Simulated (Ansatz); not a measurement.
The system is Na.

```
CELL_PARAMETERS angstrom
3.70832 0.00000 0.00000
-1.23611 3.49624 0.00000
-1.23611 -1.74812 3.02783
ATOMIC_POSITIONS crystal
Na 0.00000 0.00000 0.00000
```

The cell isn't the ideal one: the cell as VASP's run set it.

| Quantity | Value |
| --- | --- |
| Program | Ansatz 0.2.0 |
| Task | relaxation of cell and atoms |
| Functional | PBEsol |
| Dispersion | D4 |
| Potentials or basis | all-electron LAPW, scalar-relativistic |
| Basis error allowed | 0.001 eV/atom |
| k mesh | 9 × 9 × 9 |
| Occupations | methfessel-paxton, width 0.1 eV |
| Spin | no spin polarisation |

At the start: volume 39.26 Å³/atom.

Problem. Where does the relaxation end?

Solution. Over 5 steps the energy falls by 6.2 meV/atom and the volume is 36.09 Å³/atom (-8.1 %); space group Im-3m (No. 229, to 0.05 Å).

Step by step:
```csv
step,energy change (eV),largest force (eV/Å),volume (Å³)
1,0.0000,0.0000,39.26
2,-0.0018,0.0000,38.71
3,-0.0061,0.0000,35.74
4,-0.0062,0.0000,36.09
5,-0.0062,0.0000,36.09
```

Final structure:
```
Na
1.0
     3.60589    0.00000    0.00000
    -1.20196    3.39966    0.00000
    -1.20196   -1.69983    2.94420
Na
1
Cartesian
  0.0000 0.0000 0.0000
```
